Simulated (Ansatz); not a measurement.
We consider rock-salt NaBr, described by PBEsol (PAW; Ansatz, a first-principles code).

A relaxed, unreconstructed slab of the (110) face has 16 atoms, two equal faces of 24.837 Å² each and an energy of -33722.8659 eV. A bulk cell of 4 atoms with the same orientation and in-plane k mesh has -8430.9434 eV. Energies are extrapolated to zero smearing.

Run with plane-wave cutoff 500 eV, 6×6×1 k mesh (along the axes of the cell as run), gaussian smearing 0.02 eV, scalar-relativistic PAW data made under PBE.

Worked out: γ = (E_slab − N E_bulk per atom)/2A = [-33722.8659 − 16 × (-8430.9434/4)]/(2 × 24.837) = 0.0183 eV/Å². With 16.022 J/m² per eV/Å² this is 0.29 J/m², or 0.45 eV per surface cell and face.
